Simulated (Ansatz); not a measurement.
Here is an Ansatz 0.2.0 calculation.

Contents of input.yaml:

```yaml
crystal:
  lattice:
    - [3.812, 0.0, 0.0]
    - [-1.906, 3.3012888392, 0.0]
    - [0.0, 0.0, 18.68999]
  atoms:
    - { symbol: Zn, position: [0.3333333333, 0.6666666667, 0.83333] }
    - { symbol: Zn, position: [0.6666666667, 0.3333333333, 0.33333] }
    - { symbol: Zn, position: [0.6666666667, 0.3333333333, 0.66667] }
    - { symbol: Zn, position: [0.3333333333, 0.6666666667, 0.16667] }
    - { symbol: Zn, position: [0.0, 0.0, 0.5] }
    - { symbol: Zn, position: [0.0, 0.0, 0.0] }
    - { symbol: S, position: [0.3333333333, 0.6666666667, 0.95833] }
    - { symbol: S, position: [0.6666666667, 0.3333333333, 0.45833] }
    - { symbol: S, position: [0.6666666667, 0.3333333333, 0.79167] }
    - { symbol: S, position: [0.3333333333, 0.6666666667, 0.29167] }
    - { symbol: S, position: [0.0, 0.0, 0.625] }
    - { symbol: S, position: [0.0, 0.0, 0.125] }
hamiltonian:
  xc: revpbe
  pseudopotentials: { kind: paw }
kpoints:
  mp_grid: { grid: [8, 8, 2] }
scf:
  occupations: { method: fermi_dirac, width: 0.05 }
output:
  forces: true
  stress: true
relax:
  f_tol: 0.01
  max_steps: 40
  cell: { stress_tol: 0.05 }
```

Potentials or basis: Ansatz PAW.

Run with:

```sh
$ ansatz run input.yaml --threads 2 --pin off --max-ram 5120MiB --backend cpu --events-out ev --progress --plain --runs-dir out
```

(1) What does it give for the space group after relaxing (to 0.05 Å)?

(2) Estimate the relaxed cell.

Results:

(1) P6_3mc (No. 186).

(2) a = 3.883 Å, b = 3.883 Å, c = 19.044 Å, α = 90.00°, β = 90.00°, γ = 120.00°.
